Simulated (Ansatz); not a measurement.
What a trial cell of InSb2 relaxes into

Method: DFT PBE, scalar-relativistic, plane waves, PAW in Ansatz. Cutoff 420 eV, Γ-centred k mesh, Gaussian smearing, no spin polarisation in the final step.

InSb2 was placed on the marcasite structure type (Pnnm, No. 58), with In in place of Fe, Sb in place of S, at a guessed volume.

```yaml
crystal:
  lattice:
    - [5.39451, 0.00000, 0.00000]
    - [0.00000, 6.58395, 0.00000]
    - [0.00000, 0.00000, 4.11015]
  atoms:
    - { symbol: In, position: [0.00000, 0.00000, 0.00000] }
    - { symbol: In, position: [0.50000, 0.50000, 0.50000] }
    - { symbol: Sb, position: [0.20040, 0.37870, 0.00000] }
    - { symbol: Sb, position: [0.79960, 0.62130, 0.00000] }
    - { symbol: Sb, position: [0.70040, 0.12130, 0.50000] }
    - { symbol: Sb, position: [0.29960, 0.87870, 0.50000] }
```

Cell and atoms relax at zero pressure; the relaxation can't lower the symmetry of the start. After a coarse first stage the cell is made exact in the group found at 0.06 Å.

The zero of energy is the elements' standard structures at the same level; no fitted shifts are applied.

**Question.** Describe the relaxed structure.

**Answer.** It keeps Pnnm (No. 58). The result has the marcasite structure. Conventional cell: a = 5.911 Å, b = 7.471 Å, c = 4.376 Å. In has 6 Sb at 3.01–3.05 Å; Sb has 1 Sb at 2.79 Å and 3 In at 3.01–3.05 Å.

```cif
data_structure
_symmetry_space_group_name_H-M 'Pnnm'
_symmetry_Int_Tables_number 58
_cell_length_a 5.9113
_cell_length_b 7.4713
_cell_length_c 4.3760
_cell_angle_alpha 90.000
_cell_angle_beta 90.000
_cell_angle_gamma 90.000
_cell_volume 193.27
loop_
_atom_site_label
_atom_site_type_symbol
_atom_site_symmetry_multiplicity
_atom_site_Wyckoff_symbol
_atom_site_fract_x
_atom_site_fract_y
_atom_site_fract_z
_atom_site_occupancy
In1 In 2 a 0.00000 0.00000 0.00000 1
Sb1 Sb 4 g 0.18247 0.38186 0.00000 1
```

**Question.** What are its volume, energy, density and gap?

**Answer.** The volume per atom is 32.21 Å³, the density is 6.16 g/cm³ and the energy over the elements is 0.10 eV/atom. The gap on the 6×6×8 mesh is 0 eV (a metal).

The final run used a 6×6×8 mesh on its 6-atom cell and 0.10 eV smearing. The k mesh leaves about 4 meV/atom of noise in metals. Spin–orbit coupling is left out. Symmetry constrained the relaxation, so the result can be a saddle point.

Cost: 3 runs of about 3.1 core-minutes in all, on Intel Xeon 6975P-C (Granite Rapids) (shared hosts).